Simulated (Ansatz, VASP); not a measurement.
**Be: VASP beside Ansatz**

```xyz
1
Lattice="-1.1796 1.1796 1.1796 1.1796 -1.1796 1.1796 1.1796 1.1796 -1.1796" Properties=species:S:1:pos:R:3 pbc="T T T"
Be    0.0000    0.0000    0.0000
```

Change from the starting cell: volume scaled by 0.84, LAPW.

Alike in both runs: task single point; functional PBE; k mesh 21 × 21 × 21; occupations fermi-dirac, width 0.08 eV; no spin polarisation.

```csv
,VASP,Ansatz
version,VASP 6.6.1,Ansatz 0.2.0
potentials or method,"VASP PAW PBE potentials, release 64 (Be), cutoff 520 eV","all-electron LAPW, scalar-relativistic"
```

Ansatz gave:

| Item | Value |
| --- | --- |
| pressure (GPa) | 28.8 |

**Question.** What did VASP give for the same quantities?

**Answer.** Pressure (GPa): 29.2.

Ansatz ran all-electron here, so the differences hold the error of VASP's frozen core and of both bases.

Caveats: so large a pressure means that the cell lies far from this level's equilibrium, or that cutoff or potentials fall short (VASP).
